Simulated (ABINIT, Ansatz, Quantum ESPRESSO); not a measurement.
# FeSi: programs and potentials compared

```
Fe Si
1.0
     4.55070    0.00000    0.00000
     0.00000    4.55070    0.00000
     0.00000    0.00000    4.55070
Fe Si
4 4
Direct
  0.86348 0.63652 0.36348
  0.63652 0.36348 0.86348
  0.36348 0.86348 0.63652
  0.13652 0.13652 0.13652
  0.15760 0.34240 0.65760
  0.34240 0.65760 0.15760
  0.65760 0.15760 0.34240
  0.84240 0.84240 0.84240
```

Alike in all runs: task single point; functional PBE; k mesh 6 × 6 × 6; occupations fermi-dirac, width 0.05 eV; collinear spin, ferromagnetic start; no spin-orbit coupling. Pressure is positive in compression and, in plane waves, holds the error of the finite cutoff, which Ansatz's Pulay term estimates and takes out.

```csv
program and potentials,plane-wave cutoff (eV),notes,band gap (eV),pressure (GPa),net moment per atom (μB),largest force (eV/Å)
"Ansatz, Ansatz PAW",420,Pulay term of +0.06 GPa included,no gap,-10.43,0.47,0.093
"Quantum ESPRESSO, SSSP 1.3 efficiency PBE",871,-,no gap,-11.19,0.47,0.098
"ABINIT, JTH PAW PBE v2.0",707,-,no gap,-10.84,0.47,0.093
```

Force on atom 5 (Si), eV/Å:

| program and potentials | x | y | z |
| --- | --- | --- | --- |
| Ansatz, Ansatz PAW | -0.054 | 0.054 | -0.054 |
| Quantum ESPRESSO, SSSP 1.3 efficiency PBE | -0.057 | 0.057 | -0.057 |
| ABINIT, JTH PAW PBE v2.0 | -0.054 | 0.054 | -0.054 |

None finds a gap. The pressure spans -11.19 (Quantum ESPRESSO, SSSP 1.3 efficiency PBE) to -10.43 GPa (Ansatz, Ansatz PAW). All agree on the net moment per atom. The cell lies far from this level's equilibrium. The state is the one that the start led to, which needn't be the lowest.

The functional is the same throughout but for its coding, so the spread measures potentials, basis and numerics; runs on potential files found faulty are left out.
